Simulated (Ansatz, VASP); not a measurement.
LiCl in VASP and in Ansatz

```
CELL_PARAMETERS angstrom
0.00000 2.60323 2.52629
2.60323 0.00000 2.52629
2.60323 2.60323 0.00000
ATOMIC_POSITIONS crystal
Li 0.00000 0.00000 0.00000
Cl 0.50000 0.50000 0.50000
```

Change from the starting cell: strain +0.015 along x and y, -0.015 along z, atoms carried along.

Alike in both runs: task single point; functional PBE; k mesh 8 × 8 × 8; occupations gaussian, width 0.05 eV; no spin polarisation.

```csv
,VASP,Ansatz
version,VASP 6.6.1,Ansatz 0.2.0
potentials or method,"VASP PAW PBE potentials, release 64 (Li_sv, Cl)","scalar-relativistic, plane waves, PAW"
plane-wave cutoff (eV),520,420
valence electrons in the cell,10,10
```

Ansatz gave:

| Item | Value |
| --- | --- |
| gap on the k mesh at the Fermi level (eV) | 6.22 |
| least direct gap on the mesh (eV) | 6.22 |

Question: Estimate VASP's values.

Answer: gap on the k mesh at the Fermi level (eV): 6.23; least direct gap on the mesh (eV): 6.23.

 A k mesh can miss the band edges.
